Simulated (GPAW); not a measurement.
The system is GaN.

```
Ga N
1.0
     3.18000    0.00000    0.00000
    -1.59000    2.75396    0.00000
     0.00000    0.00000    5.16600
Ga N
2 2
Direct
  0.66667 0.33333 0.50000
  0.33333 0.66667 0.00000
  0.66667 0.33333 0.87500
  0.33333 0.66667 0.37500
```

| Item | Value |
| --- | --- |
| Program | GPAW 26.7.0 |
| Task | relaxation of cell and atoms |
| Functional | PBE |
| Dispersion | D3(BJ) |
| Potentials or basis | GPAW PAW data sets (gpaw-data 1.2.1) |
| Cutoff | 800 eV |
| Basis | pw |
| k mesh | 7 × 7 × 4 |
| Occupations | fermi-dirac, width 0.05 eV |
| Spin | no spin polarisation |

At the start: pressure 11.5 GPa; volume 11.31 Å³/atom.

**Question.** How do energy, volume and symmetry change on relaxing?

**Answer.** Over 6 steps the energy falls by 23.6 meV/atom and the volume is 11.92 Å³/atom (+5.4 %); space group P6_3mc (No. 186, to 0.05 Å).

Step by step:
| step | energy change (eV) | largest force (eV/Å) | pressure (GPa) | volume (Å³) |
| --- | --- | --- | --- | --- |
| 1 | 0.0000 | 0.1806 | 11.49 | 45.24 |
| 2 | -0.0290 | 0.0836 | 9.39 | 45.64 |
| 3 | -0.0910 | 0.1196 | 1.25 | 47.38 |
| 4 | -0.0935 | 0.0839 | 0.27 | 47.61 |
| 5 | -0.0944 | 0.0290 | -0.10 | 47.70 |
| 6 | -0.0945 | 0.0038 | -0.06 | 47.69 |

Final structure:
```xyz
4
Lattice="3.2351 0.0000 0.0000 -1.6176 2.8017 0.0000 0.0000 0.0000 5.2616" Properties=species:S:1:pos:R:3 pbc="T T T"
Ga    1.6176    0.9339    2.6255
Ga    0.0000    1.8678   -0.0053
N     1.6176    0.9339    4.6092
N     0.0000    1.8678    1.9783
```

Caveat: the data sets keep Ga 3d, Li 1s and Be 1s frozen, and some such compounds lay over 1.5 % in volume off other programs; later steps reuse the first step's grids.
